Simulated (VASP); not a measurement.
Wanted: the native input for a VASP 6.6.1 run.

| Property | Result |
| --- | --- |
| Task | electrostatic potential |
| Functional | LDA |
| Potentials or basis | VASP PAW LDA potentials, release 64 (Ti_sv, N) |
| Cutoff | 520 eV |
| k mesh | 18 × 18 × 18 |
| Occupations | methfessel-paxton, width 0.1 eV |
| Spin | no spin polarisation |
| Further INCAR settings | ALGO = Normal; EDIFF = 1e-07 |

The structure of TiN lies in POSCAR:

```
TiN                                     
1.0
   -0.0000000000      2.0877452248      2.0877452248
    2.0877452248      0.0000000000      2.0877452248
    2.0877452248      2.0877452248     -0.0000000000
  Ti              N             
     1     1
Direct
     1.0000000000000000    1.0000000000000000    0.0000000000000000
     0.5000000000000000    0.5000000000000000    0.5000000000000000
```

The cell was built by a generator and needn't be a form met in nature.

One way to write it, as run:

INCAR

```
SYSTEM = TiN
PREC     = Accurate       ! precision mode
ENCUT    = 520            ! plane-wave cutoff, eV
EDIFF    = 1E-7           ! SCF threshold, eV
ISMEAR   = 1              ! smearing method
SIGMA    = 0.1            ! smearing width, eV
LREAL    = .FALSE.        ! projectors in reciprocal space
LASPH    = .TRUE.         ! aspherical terms in the spheres
NELM     = 100            ! most SCF steps
ALGO     = Normal         ! electronic algorithm
ISIF     = 2              ! what is computed and relaxed
LWAVE    = .FALSE.        ! write WAVECAR
LCHARG   = .TRUE.         ! write CHGCAR
GGA      = CA             ! functional
LVHAR    = .TRUE.
```

KPOINTS

```
regular mesh
0
G
  18 18 18
  0 0 0
```

Potentials or basis: VASP PAW LDA potentials, release 64 (Ti_sv, N).

Run with:

```sh
$ cat potpaw_LDA.64/Ti_sv/POTCAR potpaw_LDA.64/N/POTCAR > POTCAR
$ mpirun -np 1 vasp_std > vasp.out
```

It gave:

The pressure is 0.2 GPa. The band gap on the k mesh is none (metal or under the smearing width).

Wall time 21 s on 1 thread of Intel(R) Xeon(R) Platinum 8488C (Sapphire Rapids), with other jobs on the host, peak memory 0.17 GiB.
